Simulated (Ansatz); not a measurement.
# SnO2: the cost of one run

Program: Ansatz 0.2.0. Level of theory: DFT PBE, scalar-relativistic, plane waves, PAW. These are calculated values, not measurements.

## 1. The system as given

Symmetry: Imma, No. 74, orthorhombic system. Conventional cell: a = 6.498 Å, b = 6.829 Å, c = 6.828 Å, α = 90.00°, β = 90.00°, γ = 90.00°. Around Sn (site symmetry mm2) lie 6 O at 2.09 to 2.10 Å. Sn (site symmetry 2/m) is surrounded by 6 O at 2.09 Å. O (site symmetry m) is surrounded by 3 Sn at 2.09 to 2.10 Å. O (site symmetry m) has 3 Sn at 2.09 Å as nearest neighbours.

As a file:

```cif
data_structure
_symmetry_space_group_name_H-M 'P 1'
_symmetry_Int_Tables_number 1
_cell_length_a 12.9956
_cell_length_b 6.8289
_cell_length_c 6.8280
_cell_angle_alpha 90.000
_cell_angle_beta 90.000
_cell_angle_gamma 90.000
_cell_volume 605.96
loop_
_atom_site_label
_atom_site_type_symbol
_atom_site_fract_x
_atom_site_fract_y
_atom_site_fract_z
_atom_site_occupancy
Sn1 Sn 0.00000 0.75000 0.24640 1
Sn2 Sn 0.25000 0.25000 0.74640 1
Sn3 Sn 0.50000 0.75000 0.24640 1
Sn4 Sn 0.75000 0.25000 0.74640 1
Sn5 Sn 0.00000 0.25000 0.75360 1
Sn6 Sn 0.25000 0.75000 0.25360 1
Sn7 Sn 0.50000 0.25000 0.75360 1
Sn8 Sn 0.75000 0.75000 0.25360 1
Sn9 Sn 0.12500 0.25000 0.25000 1
Sn10 Sn 0.62500 0.25000 0.25000 1
Sn11 Sn 0.37500 0.75000 0.75000 1
Sn12 Sn 0.87500 0.75000 0.75000 1
Sn13 Sn 0.37500 0.25000 0.25000 1
Sn14 Sn 0.87500 0.25000 0.25000 1
Sn15 Sn 0.12500 0.75000 0.75000 1
Sn16 Sn 0.62500 0.75000 0.75000 1
O1 O 0.12636 0.25000 0.94350 1
O2 O 0.37636 0.75000 0.44350 1
O3 O 0.62636 0.25000 0.94350 1
O4 O 0.87636 0.75000 0.44350 1
O5 O 0.25000 0.44350 0.25406 1
O6 O 0.75000 0.44350 0.25406 1
O7 O 0.00000 0.94351 0.75406 1
O8 O 0.50000 0.94351 0.75406 1
O9 O 0.12364 0.75000 0.44350 1
O10 O 0.37364 0.25000 0.94350 1
O11 O 0.62364 0.75000 0.44350 1
O12 O 0.87364 0.25000 0.94350 1
O13 O 0.25000 0.05649 0.25406 1
O14 O 0.75000 0.05649 0.25406 1
O15 O 0.00000 0.55649 0.75406 1
O16 O 0.50000 0.55649 0.75406 1
O17 O 0.00000 0.44350 0.24594 1
O18 O 0.50000 0.44350 0.24594 1
O19 O 0.25000 0.94351 0.74594 1
O20 O 0.75000 0.94351 0.74594 1
O21 O 0.00000 0.05649 0.24594 1
O22 O 0.50000 0.05649 0.24594 1
O23 O 0.25000 0.55649 0.74594 1
O24 O 0.75000 0.55649 0.74594 1
O25 O 0.12636 0.75000 0.05650 1
O26 O 0.37636 0.25000 0.55650 1
O27 O 0.62636 0.75000 0.05650 1
O28 O 0.87636 0.25000 0.55650 1
O29 O 0.12364 0.25000 0.55650 1
O30 O 0.37364 0.75000 0.05650 1
O31 O 0.62364 0.25000 0.55650 1
O32 O 0.87364 0.75000 0.05650 1
```

The runs take a perfect supercell of 48 atoms; the defect goes to fractional position (0.000, 0.000, 0.500).

## 2. The perfect supercell

input.yaml

```yaml
crystal:
  lattice:
    - [12.995588, 0.0, 0.0]
    - [0.0, 6.82894, 0.0]
    - [0.0, 0.0, 6.828042]
  atoms:
    - { symbol: Sn, position: [0.0, 0.75, 0.246401] }
    - { symbol: Sn, position: [0.25, 0.25, 0.746401] }
    - { symbol: Sn, position: [0.5, 0.75, 0.246401] }
    - { symbol: Sn, position: [0.75, 0.25, 0.746401] }
    - { symbol: Sn, position: [0.0, 0.25, 0.753599] }
    - { symbol: Sn, position: [0.25, 0.75, 0.253599] }
    - { symbol: Sn, position: [0.5, 0.25, 0.753599] }
    - { symbol: Sn, position: [0.75, 0.75, 0.253599] }
    - { symbol: Sn, position: [0.125, 0.25, 0.25] }
    - { symbol: Sn, position: [0.625, 0.25, 0.25] }
    - { symbol: Sn, position: [0.375, 0.75, 0.75] }
    - { symbol: Sn, position: [0.875, 0.75, 0.75] }
    - { symbol: Sn, position: [0.375, 0.25, 0.25] }
    - { symbol: Sn, position: [0.875, 0.25, 0.25] }
    - { symbol: Sn, position: [0.125, 0.75, 0.75] }
    - { symbol: Sn, position: [0.625, 0.75, 0.75] }
    - { symbol: O, position: [0.126361, 0.25, 0.943504] }
    - { symbol: O, position: [0.376361, 0.75, 0.443504] }
    - { symbol: O, position: [0.626361, 0.25, 0.943504] }
    - { symbol: O, position: [0.876361, 0.75, 0.443504] }
    - { symbol: O, position: [0.25, 0.443505, 0.25406] }
    - { symbol: O, position: [0.75, 0.443505, 0.25406] }
    - { symbol: O, position: [0.0, 0.943505, 0.75406] }
    - { symbol: O, position: [0.5, 0.943505, 0.75406] }
    - { symbol: O, position: [0.123639, 0.75, 0.443504] }
    - { symbol: O, position: [0.373639, 0.25, 0.943504] }
    - { symbol: O, position: [0.623639, 0.75, 0.443504] }
    - { symbol: O, position: [0.873639, 0.25, 0.943504] }
    - { symbol: O, position: [0.25, 0.056495, 0.25406] }
    - { symbol: O, position: [0.75, 0.056495, 0.25406] }
    - { symbol: O, position: [0.0, 0.556495, 0.75406] }
    - { symbol: O, position: [0.5, 0.556495, 0.75406] }
    - { symbol: O, position: [0.0, 0.443505, 0.24594] }
    - { symbol: O, position: [0.5, 0.443505, 0.24594] }
    - { symbol: O, position: [0.25, 0.943505, 0.74594] }
    - { symbol: O, position: [0.75, 0.943505, 0.74594] }
    - { symbol: O, position: [0.0, 0.056495, 0.24594] }
    - { symbol: O, position: [0.5, 0.056495, 0.24594] }
    - { symbol: O, position: [0.25, 0.556495, 0.74594] }
    - { symbol: O, position: [0.75, 0.556495, 0.74594] }
    - { symbol: O, position: [0.126361, 0.75, 0.056496] }
    - { symbol: O, position: [0.376361, 0.25, 0.556496] }
    - { symbol: O, position: [0.626361, 0.75, 0.056496] }
    - { symbol: O, position: [0.876361, 0.25, 0.556496] }
    - { symbol: O, position: [0.123639, 0.25, 0.556496] }
    - { symbol: O, position: [0.373639, 0.75, 0.056496] }
    - { symbol: O, position: [0.623639, 0.25, 0.556496] }
    - { symbol: O, position: [0.873639, 0.75, 0.056496] }
basis:
  ecutwfc: 420
  fft_grid_basis: typed
kpoints:
  mp_grid: { grid: [1, 2, 2] }
hamiltonian:
  xc: pbe
  pseudopotentials: { kind: paw }
scf:
  occupations: { method: gaussian, width: 0.05 }
output:
  forces: true
  stress: false
  eigenvalues: true
  bader: false
  write_density: true
  volumetric_format: npy
```

Launch:

```console
> ansatz run input.yaml --threads 4 --pin off --max-ram 10240MiB --backend cpu --events-out ev --progress --plain --runs-dir out
```

**Question.** How long does this run take on 4 threads of Arm Neoverse N1, shared host, and how much memory does it need?

About 23 s, with a peak of 2.8 GiB.
